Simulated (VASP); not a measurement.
Crystal: Au.

```
Au
1.0
     2.74841    0.00000    0.00000
     0.00000    2.74841    0.00000
     0.00000    0.00000    2.74841
Au
1
Direct
  0.50000 0.50000 0.50000
```

The cell was built by a generator and needn't be a form met in nature.

Base run:

```yaml
Program: VASP 6.6.1
Functional: SCAN
Potentials_or_basis: VASP PAW PBE potentials, release 64 (Au)
Cutoff: 520 eV
k_mesh: 10 × 10 × 10
Occupations: fermi-dirac, width 0.05 eV
Spin: no spin polarisation
```

Its results: pressure -6.7 GPa.

Question: The run is repeated on the same cell with these changes: functional from SCAN to TPSS. What comes out?

Answer: Pressure -2.8 GPa.

Caveats: the PAW data sets were made with another functional, which shifts forces and pressure a little.
